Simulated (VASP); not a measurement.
# Si (Fd-3m) in VASP: further runs

Runs on Si. Level: PBE. Tasks: single point.

All numbers are computed with VASP 6.6.1; they aren't measurements. Logs are shortened: lines on timing, memory, paths and dates and some standing lists are left out, and cuts for length are marked.

## Step 1: The undisturbed crystal

It takes space group Fd-3m (No. 227, cubic). The conventional cell has a = 5.444 Å, b = 5.444 Å, c = 5.444 Å, α = 90.00°, β = 90.00°, γ = 90.00°. Si (site symmetry -43m) has 4 Si at 2.36 Å as nearest neighbours.

## Step 2: Single point, PBE (grid = ENCUT=300 dk=0.45 cell=2x2x2 ISMEAR=0 SIGMA=0.05 LREAL=Auto EDIFF=1e-06)

INCAR

```
  PREC = Accurate
  ENCUT = 300
  EDIFF = 1E-6
  ISMEAR = 0
  SIGMA = 0.05
  LREAL = Auto
  LASPH = True
  NELM = 120
  ALGO = Fast
  ISIF = 2
  LWAVE = False
  LCHARG = False
  GGA = PE
  NBANDS = 45
```

KPOINTS

```
regular mesh
0
Gamma
  3 3 3
```

POSCAR

```
Si15W
1.0
    0.0000000000      5.4437023730      5.4437023730
    5.4437023730      0.0000000000      5.4437023730
    5.4437023730      5.4437023730      0.0000000000
W Si
1 15
Direct
    0.2500000000      0.2500000000      0.2500000000
    0.2500000000      0.2500000000      0.7500000000
    0.2500000000      0.7500000000      0.2500000000
    0.2500000000      0.7500000000      0.7500000000
    0.7500000000      0.2500000000      0.2500000000
    0.7500000000      0.2500000000      0.7500000000
    0.7500000000      0.7500000000      0.2500000000
    0.7500000000      0.7500000000      0.7500000000
    0.3750000000      0.3750000000      0.3750000000
    0.3750000000      0.3750000000      0.8750000000
    0.3750000000      0.8750000000      0.3750000000
    0.3750000000      0.8750000000      0.8750000000
    0.8750000000      0.3750000000      0.3750000000
    0.8750000000      0.3750000000      0.8750000000
    0.8750000000      0.8750000000      0.3750000000
    0.8750000000      0.8750000000      0.8750000000
```

Potentials or basis: VASP PAW PBE potentials, release 64 (W_sv, Si).

Command:

```sh
cat potpaw_PBE.64/W_sv/POTCAR potpaw_PBE.64/Si/POTCAR > POTCAR
mpirun -np 1 vasp_std > vasp.out
```

OUTCAR:

```text
PREC = Accurate
   ENCUT = 300
   EDIFF = 1E-6
   ISMEAR = 0
   LREAL = Auto
   LASPH = True
   NELM = 120
   ISIF = 2
   GGA = PE

 Found      4 irreducible k-points:

 Following reciprocal coordinates:
            Coordinates               Weight
  0.000000  0.000000  0.000000      1.000000
  0.333333  0.000000  0.000000      8.000000
  0.333333  0.333333  0.000000      6.000000
 -0.333333  0.333333  0.000000     12.000000
   k-points           NKPTS =      4   k-points in BZ     NKDIM =      4   number of bands    NBANDS=     45
   number of dos      NEDOS =    301   number of ions     NIONS =     16
   total plane-waves  NPLWV = 110592
   dimension x,y,z NGX =    48 NGY =   48 NGZ =   48
   dimension x,y,z NGXF=    96 NGYF=   96 NGZF=   96
   ions per type =               1  15
   NGX,Y,Z   is equivalent  to a cutoff of  10.37, 10.37, 10.37 a.u.
   NGXF,Y,Z  is equivalent  to a cutoff of  20.73, 20.73, 20.73 a.u.
 SYSTEM =  unknown system
   PREC   = accura    normal or accurate (medium, high low for compatibility)
   ISTART =      0    job   : 0-new  1-cont  2-samecut
   ICHARG =      2    charge: 1-file 2-atom 10-const
   ISPIN  =      1    spin polarized calculation?
   LNONCOLLINEAR =      F non collinear calculations
   LSORBIT =      F    spin-orbit coupling
   LASPH  =      T    aspherical Exc in radial PAW
   ENCUT  =  300.0 eV  22.05 Ry    4.70 a.u.  10.87 10.87 10.87*2*pi/ulx,y,z
   NELM   =    120;   NELMIN=  2; NELMDL= -5     # of ELM steps
   EDIFF  = 0.1E-05   stopping-criterion for ELM
   LREAL  =      T    real-space projection
   EDIFFG = 0.1E-04   stopping-criterion for IOM
   NSW    =      0    number of steps for IOM
   IBRION =     -1    ionic relax: 0-MD 1-quasi-New 2-CG
   NFREE  =      0    steps in history (QN), initial steepest desc. (CG)
   ISIF   =      2    stress and relaxation
   ISYM   =      2    0-nonsym 1-usesym 2-fastsym
   POTIM  = 0.5000    time-step for ionic-motion
   TEBEG  =    0.0;   TEEND  =   0.0 temperature during run
   PSTRESS=    0.0 pullay stress
   NELECT =      74.0000    total number of electrons
   NUPDOWN=      -1.0000    fix difference up-down
   EMIN   =  10.00;   EMAX   =-10.00  energy-range for DOS
   EFERMI =   0.00;   METHOD = LEGACY
   ISMEAR =     0;   SIGMA  =   0.05  broadening in eV -4-tet -1-fermi 0-gaus
   EFERMI_NEDOS =   21; number of points for ismear=-14 and -15
   IALGO  =     68    algorithm
   IMIX   =      4    mixing-type and parameters
     AMIX     =   0.40;   BMIX     =  1.00
     AMIX_MAG =   1.60;   BMIX_MAG =  1.00
  volume/ion in A,a.u.               =      20.16       136.08
  Fermi-wavevector in a.u.,A,eV,Ry     =   1.002108  1.893709 13.663238  1.004220
  Thomas-Fermi vector in A             =   2.134573
   LORBIT       =      0    0 simple, 1 ext, 2 COOP (PROOUT), +10 PAW based schemes
   GGA     = PE    functional components
   LHFCALC =     F    Hartree Fock is set to
   AEXX    =    0.0000 exact exchange contribution
   IVDW    =     0    specifies the selected vdW correction
   LEPSILON=     F    determine dielectric tensor
   LRPA    =     F    only Hartree local field effects (RPA)
 non-spin polarized calculation
 RMM-DIIS sequential band-by-band and
 Gauss-broadening in eV      SIGMA  =   0.05
  energy-cutoff  :      300.00
  volume of cell :      322.64
 maximum number of plane-waves:      3839
 NGX is ok and might be reduce to    48
   NGX = 21   NGY = 21   NGZ = 21

 number of electron      73.9999992 magnetization

 Free energy of the ion-electron system (eV)
  ---------------------------------------------------
  ext. energy  EPLUGINS =         0.00000000
  ---------------------------------------------------
  free energy    TOTEN  =       -90.21030382 eV

  energy without entropy =      -90.19047590  energy(sigma->0) =      -90.20038986

 E-fermi :   5.7554     XC(G=0):  -9.5568

 val. band max:        5.6965829877   @ k =  -0.3333   0.3333   0.0000
 cond. band min:       5.7577003661   @ k =   0.3333   0.0000   0.0000
 fundamental gap:      0.0611173784
 Fermi energy:         5.7553636672

 k-point     1 :       0.0000    0.0000    0.0000
  band No.  band energies     occupation
      1     -67.3483      2.00000
      2     -31.6820      2.00000
      3     -31.6820      2.00000
      4     -31.6820      2.00000
      5      -5.9473      2.00000
      6      -3.7767      2.00000
[... 37 lines left out ...]
     44       7.3966      0.00000
     45       7.4204      0.00000

 k-point     2 :       0.3333    0.0000    0.0000
  band No.  band energies     occupation
      1     -67.3481      2.00000
      2     -31.6819      2.00000
      3     -31.6819      2.00000
      4     -31.6819      2.00000
      5      -5.5957      2.00000
      6      -4.5928      2.00000
[... 37 lines left out ...]
     44       7.8739      0.00000
     45       7.8858      0.00000

 k-point     3 :       0.3333    0.3333    0.0000
  band No.  band energies     occupation
      1     -67.3481      2.00000
      2     -31.6819      2.00000
      3     -31.6819      2.00000
      4     -31.6819      2.00000
      5      -5.4748      2.00000
      6      -4.1331      2.00000
[... 37 lines left out ...]
     44       8.0412      0.00000
     45       8.3456      0.00000

 k-point     4 :      -0.3333    0.3333    0.0000
  band No.  band energies     occupation
      1     -67.3482      2.00000
      2     -31.6819      2.00000
      3     -31.6819      2.00000
      4     -31.6819      2.00000
      5      -5.0486      2.00000
      6      -4.7603      2.00000
[... 37 lines left out ...]
     44       8.6114      0.00000
     45       8.9000      0.00000

------------------------ aborting loop because EDIFF is reached ----------------------------------------

  FORCE on cell =-STRESS in cart. coord.  units (eV):
  Direction    XX          YY          ZZ          XY          YZ          ZX
  --------------------------------------------------------------------------------------
  -------------------------------------------------------------------------------------
  Total        6.0983546      6.0983546      6.0983546      0.0000000      0.0000000     -0.0000000
  in kB       30.2837840     30.2837840     30.2837840      0.0000000      0.0000000     -0.0000000
  external PRESSURE =      30.2837840 kB  Pullay stress =       0.0000000 kB

 VOLUME and BASIS-vectors are now :
 -----------------------------------------------------------------------------
  energy-cutoff  :      300.00
  volume of cell :      322.64
      direct lattice vectors                 reciprocal lattice vectors
     0.000000000  5.443702373  5.443702373    -0.091849254  0.091849254  0.091849254
     5.443702373  0.000000000  5.443702373     0.091849254 -0.091849254  0.091849254
     5.443702373  5.443702373  0.000000000     0.091849254  0.091849254 -0.091849254

 POSITION                                       TOTAL-FORCE (eV/Angst)
 -----------------------------------------------------------------------------------
      2.72185      2.72185      2.72185        -0.000000     -0.000000     -0.000000
      5.44370      5.44370      2.72185        -0.000000     -0.000000     -0.275384
      5.44370      2.72185      5.44370        -0.000000     -0.275384     -0.000000
      8.16555      5.44370      5.44370         0.275384     -0.000000     -0.000000
      2.72185      5.44370      5.44370        -0.275384     -0.000000     -0.000000
      5.44370      8.16555      5.44370        -0.000000      0.275384     -0.000000
[... 8 lines left out ...]
      6.80463      6.80463      9.52648         0.031760      0.031760     -0.031760
      9.52648      9.52648      9.52648        -0.031760     -0.031760     -0.031760
 -----------------------------------------------------------------------------------
    total drift:                                0.000001      0.000001      0.000001

  FREE ENERGIE OF THE ION-ELECTRON SYSTEM (eV)
  ---------------------------------------------------
  free  energy   TOTEN  =       -90.2103038152 eV

  energy  without entropy=      -90.1904759013  energy(sigma->0) =      -90.20038986
```

OSZICAR:

```text
N       E                     dE             d eps       ncg     rms          rms(c)
DAV:   1     0.200520400472E+03    0.20052E+03   -0.24203E+04   392   0.914E+02
DAV:   2    -0.748954285731E+02   -0.27542E+03   -0.26733E+03   444   0.195E+02
DAV:   3    -0.918110055358E+02   -0.16916E+02   -0.16578E+02   464   0.432E+01
DAV:   4    -0.922568858308E+02   -0.44588E+00   -0.44005E+00   440   0.778E+00
DAV:   5    -0.922671075163E+02   -0.10222E-01   -0.10204E-01   448   0.117E+00    0.214E+01
RMM:   6    -0.908773986354E+02    0.13897E+01   -0.63102E+00   418   0.748E+00    0.990E+00
RMM:   7    -0.903345709375E+02    0.54283E+00   -0.14754E+00   382   0.407E+00    0.608E+00
RMM:   8    -0.902021812075E+02    0.13239E+00   -0.65628E-01   402   0.286E+00    0.791E-01
RMM:   9    -0.902129167203E+02   -0.10736E-01   -0.15814E-01   461   0.132E+00    0.529E-01
RMM:  10    -0.902095361572E+02    0.33806E-02   -0.32804E-02   426   0.683E-01    0.218E-01
RMM:  11    -0.902100099728E+02   -0.47382E-03   -0.57881E-03   453   0.295E-01    0.873E-02
RMM:  12    -0.902102821942E+02   -0.27222E-03   -0.16230E-03   450   0.154E-01    0.517E-02
RMM:  13    -0.902102981131E+02   -0.15919E-04   -0.39185E-04   464   0.683E-02    0.174E-02
RMM:  14    -0.902103004594E+02   -0.23463E-05   -0.92422E-05   449   0.339E-02    0.937E-03
RMM:  15    -0.902103036945E+02   -0.32351E-05   -0.25177E-05   447   0.167E-02    0.767E-03
RMM:  16    -0.902103038152E+02   -0.12070E-06   -0.44596E-06   328   0.747E-03
   1 F= -.90210304E+02 E0= -.90200390E+02  d E =-.198279E-01
```

stdout:

```text
POSCAR found type information on POSCAR W Si
 POSCAR found :  2 types and      16 ions
 scaLAPACK will be used
 LDA part: xc-table for (Slater+PW92), standard interpolation
 POSCAR, INCAR and KPOINTS ok, starting setup
 FFT: planning ... GRIDC
 FFT: planning ... GRID_SOFT
 FFT: planning ... GRID
 WAVECAR not read
 entering main loop
```

Wall time 1.9 min (1 thread of Intel Xeon Platinum 8375C at 2.90GHz (Ice Lake), shared host); peak memory 0.31 GiB.

These settings aren't checked as converged: the numbers below hold their error.

What came out:

- Free energy: -90.2103 eV
- Pressure: 3.0 GPa
- Largest force: 0.846 eV/Å
- Band gap on the k mesh: none (metal or under the smearing width)

Caveat: the cutoff is under 1.25 times the usual one of these potentials, so pressure, stress and relaxed cells hold a basis-set (Pulay) error.

## Step 3: Single point, PBE (grid = ENCUT=350 dk=0.45 cell=2x2x2 ISMEAR=0 SIGMA=0.05 LREAL=Auto EDIFF=1e-06)

Changes to INCAR since step 2:

```diff
@@ -1,3 +1,3 @@
   PREC = Accurate
-  ENCUT = 300
+  ENCUT = 350
   EDIFF = 1E-6
```

KPOINTS is that of step 2.

POSCAR is that of step 2.

Potentials or basis: VASP PAW PBE potentials, release 64 (W_sv, Si).

Command:

```sh
cat potpaw_PBE.64/W_sv/POTCAR potpaw_PBE.64/Si/POTCAR > POTCAR
mpirun -np 1 vasp_std > vasp.out
```

Wall time 1.8 min (1 thread of Intel Xeon Platinum 8375C at 2.90GHz (Ice Lake), shared host); peak memory 0.31 GiB.

The run converged, but some of its settings lie outside the range that counts as converged, so its numbers aren't taken as properties of the crystal.

Results:

```
Free energy            : -90.2452 eV
Pressure               : 3.1 GPa
Largest force          : 0.849 eV/Å
Band gap on the k mesh : none (metal or under the smearing width)
```

## Step 4: Single point, PBE (grid = ENCUT=400 dk=0.45 cell=2x2x2 ISMEAR=0 SIGMA=0.05 LREAL=Auto EDIFF=1e-06)

Changes to INCAR since step 3:

```diff
@@ -1,3 +1,3 @@
   PREC = Accurate
-  ENCUT = 350
+  ENCUT = 400
   EDIFF = 1E-6
```

KPOINTS is that of step 3.

POSCAR is that of step 3.

Command:

```sh
cat potpaw_PBE.64/W_sv/POTCAR potpaw_PBE.64/Si/POTCAR > POTCAR
mpirun -np 1 vasp_std > vasp.out
```

It took 2.6 min on 1 thread of Intel Xeon Platinum 8375C at 2.90GHz (Ice Lake), shared host; peak memory 0.34 GiB.

The run converged, but some of its settings lie outside the range that counts as converged, so its numbers aren't taken as properties of the crystal.

What came out:

| Property | Result |
| --- | --- |
| Free energy | -90.2620 eV |
| Pressure | 3.2 GPa |
| Largest force | 0.847 eV/Å |
| Band gap on the k mesh | none (metal or under the smearing width) |

## Step 5: Single point, PBE (grid = ENCUT=350 dk=0.35 cell=2x2x2 ISMEAR=0 SIGMA=0.05 LREAL=Auto EDIFF=1e-06)

Changes to INCAR since step 4:

```diff
@@ -1,3 +1,3 @@
   PREC = Accurate
-  ENCUT = 400
+  ENCUT = 350
   EDIFF = 1E-6
```

KPOINTS is that of step 4.

POSCAR is that of step 4.

Command:

```sh
cat potpaw_PBE.64/W_sv/POTCAR potpaw_PBE.64/Si/POTCAR > POTCAR
mpirun -np 1 vasp_std > vasp.out
```

Wall time 1.7 min (1 thread of Intel Xeon Platinum 8375C at 2.90GHz (Ice Lake), shared host); peak memory 0.31 GiB.

These settings aren't checked as converged: the numbers below hold their error.

What came out:

* Free energy: -90.2452 eV
* Pressure: 3.1 GPa
* Largest force: 0.849 eV/Å
* Band gap on the k mesh: none (metal or under the smearing width)

[end of part 1 of 2]
